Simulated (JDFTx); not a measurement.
The system is Pb.

```xyz
1
Lattice="-1.9797 1.9797 1.9797 1.9797 -1.9797 1.9797 1.9797 1.9797 -1.9797" Properties=species:S:1:pos:R:3 pbc="T T T"
Pb    0.0000    0.0000    0.0000
```

This isn't the form of Pb at room conditions, which is fcc.

- Program: JDFTx 1.7.0 (patched build)
- Task: single point
- Functional: PBEsol
- Potentials or basis: PseudoDojo-SR-PBEsol-0.4.1-standard with smoothed tails
- Cutoff: 762 eV
- Density cutoff: 3048 eV
- k mesh: 9 × 9 × 9
- Occupations: fermi-dirac, width 0.05 eV
- Spin: no spin polarisation

On this cell: pressure -1.9 GPa; band gap on the k mesh none (metal or under the smearing width).

The same run follows on a disturbed copy (cell strained at random at fixed volume):

```
Pb
1.0
    -2.06690    2.05040    2.08125
     1.99925   -1.93748    1.90067
     1.99103    1.86160   -1.96833
Pb
1
Direct
  0.00466 0.99633 0.00314
```

What does the disturbed cell give?

The energy (extrapolated to zero smearing) moves by +3.6 meV/atom; pressure -1.3 GPa; band gap on the k mesh none (metal or under the smearing width).

Stress tensor (GPa, compression positive):
```
-1.23  0.24  0.28
 0.24 -1.41 -0.33
 0.28 -0.33 -1.15
```
